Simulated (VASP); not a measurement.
# CdF$_{2}$ in VASP 6.6.1, single-point calculation

INCAR

```
PREC = Accurate
LREAL = .FALSE.
LASPH = .TRUE.
NELM = 68
ISIF = 2
GGA = PE
NSW = 0
ENCUT = 520
LWAVE = .FALSE.
SIGMA = 0.02
ISMEAR = -1
LCHARG = .FALSE.
NBANDS = 20
IBRION = -1
EDIFF = 0.001
```

KPOINTS

```
KPOINTS created by Atomic Simulation Environment
0
Gamma
8 8 8
0 0 0
```

POSCAR

```
Cd F
 1.0000000000000000
     0.0000000000000000    2.7211194579000000    2.7211194579000000
     2.7211194579000000    0.0000000000000000    2.7211194579000000
     2.7211194579000000    2.7211194579000000    0.0000000000000000
 Cd  F
   1   2
Cartesian
  0.0000000000000000  0.0000000000000000  0.0000000000000000
  1.3605597289500000  1.3605597289500000  1.3605597289500000
  4.0816791868499998  4.0816791868499998  4.0816791868499998
```

The recommended PBE PAW datasets give the neutral cell 26 valence electrons.

Command

```
mpirun -np 1 vasp_std
```

OSZICAR

```
N       E                     dE             d eps       ncg     rms          rms(c)
DAV:   1     0.193057443121E+03    0.19306E+03   -0.15573E+04  1208   0.131E+03
DAV:   2    -0.451359575977E+01   -0.19757E+03   -0.19109E+03  1264   0.343E+02
DAV:   3    -0.126093053855E+02   -0.80957E+01   -0.80749E+01  1340   0.755E+01
DAV:   4    -0.126439214749E+02   -0.34616E-01   -0.34614E-01  1236   0.506E+00
DAV:   5    -0.126440518749E+02   -0.13040E-03   -0.13040E-03  1212   0.276E-01    0.987E+00
DAV:   6    -0.108664883256E+02    0.17776E+01   -0.40921E+00  1476   0.382E+01    0.712E+00
DAV:   7    -0.109119159194E+02   -0.45428E-01   -0.91105E-01  1192   0.858E+00    0.404E+00
DAV:   8    -0.109031723368E+02    0.87436E-02   -0.14600E-01  1188   0.349E+00    0.727E-01
DAV:   9    -0.108940003284E+02    0.91720E-02   -0.35052E-02  1404   0.222E+00    0.920E-02
DAV:  10    -0.108945556507E+02   -0.55532E-03   -0.29377E-03  1192   0.613E-01
   1 F= -.10894556E+02 E0= -.10894556E+02  d E =-.383941E-10
```

From OUTCAR

```
k-points           NKPTS =     29   k-points in BZ     NKDIM =     29   number of bands    NBANDS=     20

   NELECT =      26.0000    total number of electrons

   dimension x,y,z NGX =    30 NGY =   30 NGZ =   30
   dimension x,y,z NGXF=    60 NGYF=   60 NGZF=   60

  energy-cutoff  :      520.00
  volume of cell :       40.30
      direct lattice vectors                 reciprocal lattice vectors
     0.000000000  2.721119458  2.721119458    -0.183747905  0.183747905  0.183747905
     2.721119458  0.000000000  2.721119458     0.183747905 -0.183747905  0.183747905
     2.721119458  2.721119458  0.000000000     0.183747905  0.183747905 -0.183747905

 k-points in reciprocal lattice and weights: KPOINTS created by Atomic Simulation Env
   0.00000000  0.00000000  0.00000000       0.002
   0.12500000  0.00000000  0.00000000       0.016
   0.25000000  0.00000000  0.00000000       0.016
   0.37500000  0.00000000  0.00000000       0.016
   0.50000000  0.00000000  0.00000000       0.008
   0.12500000  0.12500000  0.00000000       0.012
   0.25000000  0.12500000  0.00000000       0.047
   0.37500000  0.12500000  0.00000000       0.047
   ...

 E-fermi :  -1.1427

 k-point     1 :       0.0000    0.0000    0.0000
  band No.  band energies     occupation
      1     -22.1807      2.00000
      2     -21.1579      2.00000
      3      -7.0644      2.00000
      4      -7.0644      2.00000
      5      -7.0644      2.00000
      6      -5.9822      2.00000
      7      -5.9822      2.00000
      8      -2.4358      2.00000
      9      -2.4358      2.00000
     10      -2.4358      2.00000
     11      -2.0713      2.00000
     12      -2.0713      2.00000
     13      -2.0713      2.00000
     14       1.4197      0.00000
     15      11.0170      0.00000
     16      11.0171      0.00000
     17      11.0171      0.00000
     18      15.7913      0.00000
     19      18.1424      0.00000
     20      18.1424      0.00000

 k-point     2 :       0.1250    0.0000    0.0000
  band No.  band energies     occupation
      1     -22.1352      2.00000
      2     -21.1982      2.00000
      3      -7.0100      2.00000
      4      -7.0100      2.00000
      5      -6.9113      2.00000
      6      -5.9974      2.00000
      7      -5.9974      2.00000
      8      -2.9098      2.00000
      9      -2.5480      2.00000
     10      -2.5480      2.00000
     11      -2.1572      2.00000
     12      -2.0486      2.00000
     13      -2.0486      2.00000
     14       1.9893      0.00000
     15      10.3034      0.00000
     16      11.2340      0.00000
     17      11.2340      0.00000
     18      16.7839      0.00000
     19      17.7349      0.00000
     20      17.7349      0.00000

 k-point     3 :       0.2500    0.0000    0.0000
  band No.  band energies     occupation
      1     -22.0105      2.00000
      2     -21.3090      2.00000
      3      -6.8856      2.00000
      4      -6.8856      2.00000
      5      -6.5028      2.00000
      6      -6.0086      2.00000
      7      -6.0086      2.00000
      8      -3.6178      2.00000
      9      -2.8249      2.00000
     10      -2.8249      2.00000
     11      -2.6410      2.00000
     12      -2.0043      2.00000
     13      -2.0043      2.00000
     14       3.2611      0.00000
     15       9.1318      0.00000
     16      11.7922      0.00000
     17      11.7922      0.00000
     18      17.0656      0.00000
     19      17.0656      0.00000
     20      17.6988      0.00000

 ...

  Total        0.6244542      0.6244542      0.6244542      0.0000000     -0.0000000      0.0000000
  in kB       24.8278049     24.8278049     24.8278049      0.0000000     -0.0000000      0.0000000
  external PRESSURE =      24.8278049 kB  Pullay stress =       0.0000000 kB

 POSITION                                       TOTAL-FORCE (eV/Angst)
 -----------------------------------------------------------------------------------
      0.00000      0.00000      0.00000         0.000000     -0.000000      0.000000
      1.36056      1.36056      1.36056        -0.000000     -0.000000     -0.000000
      4.08168      4.08168      4.08168         0.000000      0.000000      0.000000
 -----------------------------------------------------------------------------------
    total drift:                                0.000000     -0.000000      0.000000

  FREE ENERGIE OF THE ION-ELECTRON SYSTEM (eV)
  ---------------------------------------------------
  free  energy   TOTEN  =       -10.8945556507 eV

  energy  without entropy=      -10.8945556507  energy(sigma->0) =      -10.89455565
```

It converged. Results: gap between bands v and c on the k mesh 2.96 eV; least direct gap on the k mesh 3.49 eV; pressure 2.5 GPa. Band v is the last that the valence electrons fill when counted band by band, and c is the next.

For comparison, a separate PBE run of the intended cell, on usual settings and not on those above, gives a gap of 2.96 eV on its mesh and a pressure of 2.7 GPa.

The run above took about 18 s on one core of a shared host (Intel Xeon Platinum 8488C) and held 0.17 GiB at most.
